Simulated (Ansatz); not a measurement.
ZnCu2SnS4:

```
CELL_PARAMETERS angstrom
-2.71710 2.71710 5.42480
2.71710 -2.71710 5.42480
2.71710 2.71710 -5.42480
ATOMIC_POSITIONS crystal
Sn 0.50000 0.50000 0.00000
Zn 0.25000 0.75000 0.50000
Cu 0.75000 0.25000 0.50000
Cu 0.00000 0.00000 0.00000
S 0.62799 0.62839 0.51280
S 0.88481 0.37201 0.00040
S 0.11559 0.11519 0.48720
S 0.37161 0.88441 0.99960
```

```yaml
Program: Ansatz 0.2.0
Task: relaxation of cell and atoms
Functional: PBEsol
Potentials_or_basis: Ansatz PAW
Cutoff: "420 eV (not typed: the program's choice for these potentials)"
k_mesh: 7 × 7 × 7
Occupations: fermi-dirac, width 0.05 eV
Spin: no spin polarisation
```

At the start: volume 20.02 Å³/atom.

Task: How do energy, volume and symmetry change on relaxing?

Result: It ends after 5 steps and the volume is 19.41 Å³/atom (-3.1 %); space group I-4 (No. 82, to 0.05 Å).

Step by step:
```csv
step,energy change (eV),largest force (eV/Å),volume (Å³)
1,0.0000,0.6610,160.20
2,-0.0931,0.2803,158.27
3,-0.1233,0.0313,154.37
4,-0.1245,0.0085,155.28
5,-0.1229,0.0087,155.28
```

Final structure:
```cif
data_structure
_symmetry_space_group_name_H-M 'P 1'
_symmetry_Int_Tables_number 1
_cell_length_a 6.5821
_cell_length_b 6.5821
_cell_length_c 6.5821
_cell_angle_alpha 131.799
_cell_angle_beta 131.799
_cell_angle_gamma 70.547
_cell_volume 155.28
loop_
_atom_site_label
_atom_site_type_symbol
_atom_site_fract_x
_atom_site_fract_y
_atom_site_fract_z
_atom_site_occupancy
Sn1 Sn 0.50000 0.50000 0.00000 1
Zn1 Zn 0.25000 0.75000 0.50000 1
Cu1 Cu 0.75000 0.25000 0.50000 1
Cu2 Cu 0.00000 0.00000 0.00000 1
S1 S 0.63847 0.62964 0.52807 1
S2 S 0.88960 0.36153 0.99117 1
S3 S 0.10157 0.11040 0.47193 1
S4 S 0.37036 0.89843 0.00883 1
```

Caveat: the plane-wave basis is chosen anew once the cell has moved, so the energies of steps on either side of that aren't comparable; the PAW data sets come from PBE, with cores solved anew for the run's functional, which leaves a small shift of forces and pressure.
